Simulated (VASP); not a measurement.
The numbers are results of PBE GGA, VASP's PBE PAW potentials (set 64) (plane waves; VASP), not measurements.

The input files of a VASP run:

KPOINTS:
```
Automatic mesh
0
Gamma
8 8 8
0 0 0
```

File POSCAR:
```
SrF2
1
    0.0000000000     2.9333246790     2.9333246790
    2.9333246790     0.0000000000     2.9333246790
    2.9333246790     2.9333246790     0.0000000000
Sr F
1 2
Direct
  0.0000000000   0.0000000000   0.0000000000
  0.2500000000   0.2500000000   0.2500000000
  0.7500000000   0.7500000000   0.7500000000
```

**INCAR**
```
! general
SYSTEM   =  SrF2
PREC     =  Accurate
ENCUT    =  520
LREAL    =  .False.
LASPH    =  .True.
NBANDS   =  48

! electronic loop
EDIFF    =  1E-7
NELM     =  100
ALGO     =  Normal
LMAXMIX  =  4

! smearing
ISMEAR   =  0
SIGMA    =  0.01

! functional
GGA      =  PE

! output
LWAVE    =  .False.
LCHARG   =  .False.
NEDOS    =  1001

! other
LOPTICS  =  .True.
CSHIFT   =  0.1
```

POTCAR, in this order: Sr_sv F (PBE.64 set). Program: vasp_std.

The resulting files:

### OSZICAR
```
       N       E                     dE             d eps       ncg     rms          rms(c)
DAV:   1     0.145555336183E+03    0.14556E+03   -0.11140E+04  2792   0.486E+02
DAV:   2    -0.133695637654E+02   -0.15892E+03   -0.15260E+03  3360   0.169E+02
DAV:   3    -0.185619989931E+02   -0.51924E+01   -0.51439E+01  3536   0.247E+01
DAV:   4    -0.186314784638E+02   -0.69479E-01   -0.69449E-01  3304   0.262E+00
DAV:   5    -0.186320060967E+02   -0.52763E-03   -0.52763E-03  3288   0.214E-01    0.146E+01
DAV:   6    -0.170564357897E+02    0.15756E+01   -0.24749E+00  3112   0.669E+00    0.120E+01
DAV:   7    -0.170467224394E+02    0.97134E-02   -0.71664E-02  3392   0.104E+00    0.663E+00
DAV:   8    -0.170649140849E+02   -0.18192E-01   -0.41907E-02  3272   0.923E-01    0.330E-01
DAV:   9    -0.170704575695E+02   -0.55435E-02   -0.24065E-03  3312   0.183E-01    0.205E-01
DAV:  10    -0.170722333455E+02   -0.17758E-02   -0.53421E-04  3192   0.758E-02    0.398E-02
DAV:  11    -0.170723724425E+02   -0.13910E-03   -0.48457E-05  3280   0.250E-02    0.222E-02
DAV:  12    -0.170723921606E+02   -0.19718E-04   -0.82892E-06  3184   0.988E-03    0.491E-03
DAV:  13    -0.170723932510E+02   -0.10904E-05   -0.11086E-06  3296   0.323E-03    0.388E-03
DAV:  14    -0.170723931359E+02    0.11514E-06   -0.32681E-08  3072   0.733E-04    0.103E-03
DAV:  15    -0.170723931429E+02   -0.69995E-08   -0.28538E-08  3080   0.570E-04
   1 F= -.17072393E+02 E0= -.17072393E+02  d E =-.147852E-26
 imaginary and real dielectric function
```

OUTCAR:
```
------------------------ aborting loop because EDIFF is reached ----------------------------------------
  FORCE on cell =-STRESS in cart. coord.  units (eV):
  Direction    XX          YY          ZZ          XY          YZ          ZX
  --------------------------------------------------------------------------------------
  Total       -0.0230697     -0.0230697     -0.0230697      0.0000000      0.0000000     -0.0000000
  in kB       -0.7322194     -0.7322194     -0.7322194      0.0000000      0.0000000     -0.0000000
  external PRESSURE =      -0.7322194 kB  Pullay stress =       0.0000000 kB
  volume of cell :       50.48
      direct lattice vectors                 reciprocal lattice vectors
     0.000000000  2.933324679  2.933324679    -0.170455048  0.170455048  0.170455048
     2.933324679  0.000000000  2.933324679     0.170455048 -0.170455048  0.170455048
     2.933324679  2.933324679  0.000000000     0.170455048  0.170455048 -0.170455048
 POSITION                                       TOTAL-FORCE (eV/Angst)
 -----------------------------------------------------------------------------------
      0.00000      0.00000      0.00000         0.000000      0.000000     -0.000000
      1.46666      1.46666      1.46666         0.000000      0.000000      0.000000
      4.39999      4.39999      4.39999        -0.000000     -0.000000     -0.000000
 -----------------------------------------------------------------------------------
    total drift:                                0.000000     -0.000000      0.000000
  FREE ENERGIE OF THE ION-ELECTRON SYSTEM (eV)
  ---------------------------------------------------
  free  energy   TOTEN  =       -17.0723931429 eV

  energy  without entropy=      -17.0723931429  energy(sigma->0) =      -17.07239314

 plasma frequency squared (from intraband transitions) (eV^2)
  --------------------------------------------------------------------------------------
       0.000      -0.000      -0.000
      -0.000       0.000       0.000
      -0.000       0.000       0.000

 plasma frequency squared (from interband transitions, int dw w eps(2)(w)) (eV^2)
  --------------------------------------------------------------------------------------
     443.433       0.000      -0.000       0.000      -0.000       0.000
      -0.000      -0.000     443.433       0.000      -0.000      -0.000
      -0.000      -0.000      -0.000       0.000     443.433       0.000
```
(Selected blocks of OUTCAR.)

The compound is SrF2 in the fluorite structure. It was relaxed first.
